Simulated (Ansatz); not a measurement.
**ScAl under compression and expansion**

```yaml
crystal:
  lattice:
    - [3.37035, 0.00000, 0.00000]
    - [0.00000, 3.37035, 0.00000]
    - [0.00000, 0.00000, 3.37035]
  atoms:
    - { symbol: Sc, position: [0.50000, 0.50000, 0.50000] }
    - { symbol: Al, position: [0.00000, 0.00000, 0.00000] }
```

The cell is the one relaxed in the Materials Project (mp-331), not relaxed further here; entries there can be hypothetical.

Levels of theory: DFT, LDA, all-electron LAPW, scalar-relativistic (Ansatz 0.2.0); DFT, LDA, PAW with Ansatz's default frozen-core files, scalar-relativistic (Ansatz 0.2.0).

For LAPW: a Γ-centred 10×10×10 k mesh, Fermi–Dirac smearing of 0.05 eV, basis error target 0.25 meV/atom, no spin polarisation. PAW takes a cutoff of 420 eV at this cell (files made with PBE, cores remade for this functional). The Ansatz runs share mesh, smearing and spin set-up. Plane-wave (PAW) pressures include the program's estimate of the Pulay term.

The cell above is scaled evenly, with fractional coordinates and shape held.

Task: Estimate the equilibrium volume and bulk modulus that all-electron LAPW gives for this fixed shape.

Result: V0 = 18.09 Å³/atom, B0 = 88 GPa, B0′ = 4.4, from a third-order Birch–Murnaghan fit to these pressures:
| V/V(cell) | V (Å³/atom) | P, LAPW (GPa) | P, PAW (GPa) |
| --- | --- | --- | --- |
| 0.9405 | 18.003 | 0.43 | 0.44 |
| 0.9700 | 18.568 | -2.17 | -2.16 |
| 1.0000 | 19.142 | -4.40 | -4.41 |
| 1.0300 | 19.717 | -6.25 | -6.26 |
| 1.0600 | 20.291 | -7.86 | -7.86 |

PAW's V0 lies 0.02 % from the all-electron value and its B0 0.3 %. Symmetry fixes shape and coordinates here, so this is the relaxed modulus.
